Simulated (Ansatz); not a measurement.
## Relaxing an invented Ga2O3 structure

Theory: Ansatz 0.2.0, DFT PBE, scalar-relativistic, plane waves, PAW. Cutoff 420 eV, Gaussian smearing, Γ-centred meshes. Cell and atoms relax first on a coarse mesh and then on a converged one. In between, the cell is made exact in the group found at 0.06 Å. The steps can't lower the symmetry of their start. No spin polarisation.

Recipe of this trial structure of Ga2O3: ordered vacancies on the cation sites of tungsten carbide (P-62m, No. 189) (occupants of the shared sites, in ratio, Ga: 2, vacant: 1). The dimensions are guesses.

```
Ga O
1.0
     4.75426    0.00000    0.00000
    -2.37713    4.11731    0.00000
     0.00000    0.00000    2.68998
Ga O
2 3
Direct
  0.66667 0.33333 0.00000
  0.33333 0.66667 0.00000
  0.66667 0.66667 0.50000
  0.33333 0.00000 0.50000
  0.00000 0.33333 0.50000
```

Formation energies are uncorrected and refer to the elements' standard structures at the same level (O₂ as a molecule).

Problem. Describe the relaxed structure.

Solution. The symmetry goes from P-62m (No. 189) to P6/mmm (No. 191). The volume per atom grows by 22.3 %, from 10.5 to 12.9 Å³. The shortest distance goes from 2.08 Å (Ga–O) to 2.02 Å (Ga–O). The energy falls by about 0.26 eV/atom (the start's value is from the coarse mesh). The end is written in a standard setting, so origin, axes and order of atoms can differ from the start's. Conventional cell: a = 5.292 Å, c = 2.656 Å. Around Ga lie 6 O at 2.02 Å; O has 4 Ga at 2.02 Å and 6 O at 2.65–2.66 Å.

```
Ga O
1.0
     5.29150    0.00000    0.00000
    -2.64575    4.58258    0.00000
     0.00000    0.00000    2.65582
Ga O
2 3
Direct
  0.66667 0.33333 0.00000
  0.33333 0.66667 0.00000
  0.50000 0.50000 0.50000
  0.50000 0.00000 0.50000
  0.00000 0.50000 0.50000
```

Problem. Give its energy and gap.

Solution. The energy over the elements is −1.413 eV/atom and the gap on the 6×6×10 mesh of the 5-atom cell is 1.08 eV.

Whether it is stable depends on the other phases of the system, which aren't compared here.

The last run used Gaussian smearing of 0.02 eV. Kohn–Sham gaps at this level usually fall short of measured ones. A structure relaxed within its symmetry needn't be a true minimum. In all, the 3 runs took 90 s on 1 thread of Arm Neoverse V1 (shared host).
